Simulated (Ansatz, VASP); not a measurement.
## Two plane-wave programs on BAs

```xyz
2
Lattice="0.0000 2.3679 2.3679 2.3679 0.0000 2.3679 2.3679 2.3679 0.0000" Properties=species:S:1:pos:R:3 pbc="T T T"
B     0.0000    0.0000    0.0000
As    3.5519    3.5519    3.5519
```

Alike in both runs: task single point; functional PBEsol; k mesh 12 × 12 × 12; occupations gaussian, width 0.05 eV; no spin polarisation.

|  | VASP | Ansatz |
| --- | --- | --- |
| version | VASP 6.6.1 | Ansatz 0.2.0 |
| potentials or method | VASP PAW PBE potentials, release 64 (B, As) | scalar-relativistic, plane waves, PAW |
| plane-wave cutoff (eV) | 520 | 420 |
| valence electrons in the cell | 8 | 18 |

```csv
,VASP,Ansatz,Ansatz less VASP
gap on the k mesh at the Fermi level (eV),1.05,1.06,+0.010
least direct gap on the mesh (eV),3.27,3.28,+0.004
pressure (GPa),3.9,3.0,-0.96
```

The two sets of potentials don't hold the same shells in valence.

Caveats: the PAW data sets were made with another functional, which shifts forces and pressure a little (VASP). A k mesh can miss the band edges. PBEsol gaps usually lie below the measured ones, often by a third to a half.
